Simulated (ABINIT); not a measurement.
CdF2:

```
Cd F
1.0
     0.00000    2.69400    2.69400
     2.69400    0.00000    2.69400
     2.69400    2.69400    0.00000
Cd F
1 2
Direct
  0.00000 0.00000 0.00000
  0.75000 0.75000 0.75000
  0.25000 0.25000 0.25000
```

Base run:

* Program: ABINIT 10.8.3 (patched build)
* Functional: PBE
* Potentials or basis: JTH PAW PBE v2.0
* Cutoff: 762 eV
* k mesh: 9 × 9 × 9
* Occupations: fermi-dirac, width 0.05 eV
* Spin: no spin polarisation

Its results: band gap on the k mesh 3.10 eV, indirect (least direct gap 3.56 eV); pressure 4.3 GPa.

After a change of settings the same cell gave: band gap on the k mesh 2.97 eV, indirect (least direct gap 3.42 eV); pressure -1.4 GPa. Which change was it?
A. functional from PBE to LDA
B. functional from PBE to SCAN
C. functional from PBE to PW91
D. functional from PBE to WC

D.

WC binds more tightly than PBE, so the same cell stands under less pressure.

Caveats: an odd mesh through Γ misses points on the zone boundary, where band edges often lie; the PAW data sets were made with another functional, which shifts forces and pressure a little (some runs).
